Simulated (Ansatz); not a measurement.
# LiBr: how the settings move a calculation

How sensitive is a calculation of LiBr to its settings? A reference run comes first, then two runs with altered input.

Computed with Ansatz 0.2.0 (reference: DFT, PBE, plane-wave PAW, default files, scalar-relativistic, unless a step's input says otherwise).

### Step 1. Starting point

It takes space group Fm-3m (No. 225, cubic). Conventional cell: a = 5.501 Å, b = 5.501 Å, c = 5.501 Å, α = 90.00°, β = 90.00°, γ = 90.00°. Li (site symmetry m-3m) is surrounded by 6 Br at 2.75 Å. Around Br (site symmetry m-3m) lie 6 Li at 2.75 Å.

As a file:

```
CELL_PARAMETERS angstrom
0.00000 2.75065 2.75065
2.75065 0.00000 2.75065
2.75065 2.75065 0.00000
ATOMIC_POSITIONS crystal
Li 0.00000 0.00000 0.00000
Br 0.50000 0.50000 0.50000
```

### Step 2. The reference run

The input, input.yaml:

```yaml
crystal:
  lattice:
    - [0.0, 2.75065, 2.75065]
    - [2.75065, 0.0, 2.75065]
    - [2.75065, 2.75065, 0.0]
  atoms:
    - { symbol: Li, position: [0.0, 0.0, 0.0] }
    - { symbol: Br, position: [0.5, 0.5, 0.5] }
kpoints:
  mp_grid: { grid: [9, 9, 9] }
scf:
  occupations: { method: fermi_dirac, width: 0.02 }
hamiltonian:
  xc: pbe
  pseudopotentials: { kind: paw }
output:
  forces: true
  stress: true
  populations: true
  efg:
    quadrupole_moments_barn: { Li: -0.0401, Br: 0.2579 }
    contact_densities: true
  write_density: true
  write_potential: true
  elf: true
  volumetric_format: npy
relax:
  f_tol: 0.02
  max_steps: 60
```

Run with:

```sh
> ansatz run input.yaml --threads 1 --pin off --max-ram 2560MiB --backend cpu --events-out ev --progress --plain --runs-dir out
```

### Step 3. Variant: scf.algorithm density_mixing

Changes to input.yaml since step 2:

```diff
@@ -12,2 +12,3 @@
   occupations: { method: fermi_dirac, width: 0.02 }
+  algorithm: density_mixing
 hamiltonian:
@@ -22,8 +23 @@
     contact_densities: true
-  write_density: true
-  write_potential: true
-  elf: true
-  volumetric_format: npy
-relax:
-  f_tol: 0.02
-  max_steps: 60
```

### Step 4. Variant: mp_grid.shift [0.5, 0.5, 0.5], occupations.method gaussian, occupations.width 0.001, chi_scale 0.1

Changes to input.yaml since step 2:

```diff
@@ -9,5 +9,6 @@
 kpoints:
-  mp_grid: { grid: [9, 9, 9] }
+  mp_grid: { grid: [9, 9, 9], shift: [0.5, 0.5, 0.5] }
 scf:
-  occupations: { method: fermi_dirac, width: 0.02 }
+  occupations: { method: gaussian, width: 0.001 }
+  initial_density: { chi_scale: 0.1 }
 hamiltonian:
@@ -22,8 +23 @@
     contact_densities: true
-  write_density: true
-  write_potential: true
-  elf: true
-  volumetric_format: npy
-relax:
-  f_tol: 0.02
-  max_steps: 60
```

Before running it: what results should come out? Wanted: for each run, ending; energy change; pressure; gap; force.

**Answer**, as computed:

| run | ending | energy change | pressure (GPa) | gap (eV) | force (eV/Å) | cycles | time |
| --- | --- | --- | --- | --- | --- | --- | --- |
| reference | converged | 0 | 0.1 | 4.94 | 0.00 | 6 | 2.4 s |
| 1: scf.algorithm density_mixing | converged | 0.0 meV/atom | 0.1 | 4.94 | 0.00 | 6 | 2.2 s |
| 2: mp_grid.shift [0.5, 0.5, 0.5], occupations.method gaussian, occupations.width 0.001, chi_scale 0.1 | converged | 0.0 meV/atom (σ→0) | 0.1 | 5.07 | 0.00 | 6 | 3.6 s |

Times don't compare one to one where runs were asked for different outputs or read a saved state (see the inputs); cycles may leave out searches for a lower state.

**Reading.** Of the converged runs whose energies compare with the reference's, none moves it noticeably. The gap spans 4.94 to 5.07 eV over the reference and the converged variants (gaps read on unlike meshes, which can miss the band edges). Symmetry fixes the atoms and the cell is held, so no setting can move this relaxation. 

These are semilocal Kohn-Sham gaps, which aren't the measured quantity. Such gaps usually fall short of the measured ones.
